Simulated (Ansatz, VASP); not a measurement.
AlN: VASP beside Ansatz

```
CELL_PARAMETERS angstrom
3.12022 0.00000 0.00000
-1.56011 2.70219 0.00000
0.00000 0.00000 20.22368
ATOMIC_POSITIONS crystal
Al 0.33333 0.66667 0.82754
Al 0.00000 0.00000 0.70201
Al 0.66667 0.33333 0.32853
Al 0.66667 0.33333 0.57750
Al 0.00000 0.00000 0.45300
Al 0.33333 0.66667 0.07750
Al 0.00000 0.00000 0.20303
Al 0.66667 0.33333 0.95303
N 0.66667 0.33333 0.04724
N 0.66667 0.33333 0.67170
N 0.33333 0.66667 0.92226
N 0.00000 0.00000 0.29775
N 0.00000 0.00000 0.79674
N 0.00000 0.00000 0.54719
N 0.33333 0.66667 0.17224
N 0.66667 0.33333 0.42272
```

Alike in both runs: functional PBE; k mesh 6 × 6 × 1; occupations gaussian, width 0.1 eV; no spin polarisation.

Ansatz relaxed the structure, and its values are those at the end. VASP's run is a single point on that final structure, the one shown.

|  | VASP | Ansatz |
| --- | --- | --- |
| version | VASP 6.6.1 | Ansatz 0.2.0 |
| potentials or method | VASP PAW PBE potentials, release 64 (Al, N) | scalar-relativistic, plane waves, PAW |
| plane-wave cutoff (eV) | 520 | 420 |
| valence electrons in the cell | 64 | 64 |

VASP gave:

* gap on the k mesh at the Fermi level (eV): 3.86
* least direct gap on the mesh (eV): 4.00
* pressure (GPa): -0.2

Estimate Ansatz's values.

gap on the k mesh at the Fermi level (eV): 3.86; least direct gap on the mesh (eV): 3.99; pressure (GPa): 0.1.

The functional is the same, so the differences come from potentials, cutoffs and numerics.

Caveats: an odd mesh through Γ misses points on the zone boundary, where band edges often lie. PBE gaps usually lie below the measured ones, often by a third to a half.
